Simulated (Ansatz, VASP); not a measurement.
## One calculation of WS2 (Tungstenite), two programs

```
W S
1.0
     3.18000    0.00000    0.00000
    -1.59000    2.75396    0.00000
     0.00000    0.00000   12.50000
W S
2 4
Direct
  0.66667 0.33333 0.75000
  0.33333 0.66667 0.25000
  0.66667 0.33333 0.37500
  0.33333 0.66667 0.87500
  0.66667 0.33333 0.12500
  0.33333 0.66667 0.62500
```

Alike in both runs: functional PBEsol; k mesh 10 × 10 × 3; occupations fermi-dirac, width 0.05 eV; no spin polarisation.

|  | VASP | Ansatz |
| --- | --- | --- |
| version | VASP 6.6.1 | Ansatz 0.2.0 |
| potentials or method | VASP PAW PBE potentials, release 64 (W_sv, S) | Ansatz PAW |
| plane-wave cutoff (eV) | 520 | 420 |
| valence electrons in the cell | 52 | 52 |
| task | single point | band structure |

Ansatz gave:

- gap on the k mesh at the Fermi level (eV): 1.07
- least direct gap on the mesh (eV): 2.08
- pressure (GPa): -2.7
- largest component of the traceless stress (GPa): 1.60
- rms of the force components (eV/Å): 0.072

Question: Estimate VASP's values.

Answer: gap on the k mesh at the Fermi level (eV): 1.09; least direct gap on the mesh (eV): 2.08; pressure (GPa): -2.6; largest component of the traceless stress (GPa): 1.63; rms of the force components (eV/Å): 0.063.

Atom by atom the forces differ by 0.009 eV/Å (rms over components). The functional is the same, so the differences come from potentials, cutoffs and numerics.

Caveats: spin-orbit coupling is left out, which moves the levels of the heavy elements; this functional lacks dispersion, which binds the layers, so the pressure and a relaxed spacing across them are unreliable; the PAW data sets were made with another functional, which shifts forces and pressure a little (VASP); an odd mesh through Γ misses points on the zone boundary, where band edges often lie (VASP); the k mesh misses the band edges, so the gap on the mesh is wider than the one along the path (Ansatz); the PAW data sets come from PBE, with cores solved anew for the run's functional, which leaves a small shift of forces and pressure (Ansatz). PBEsol gaps usually lie below the measured ones, often by a third to a half.
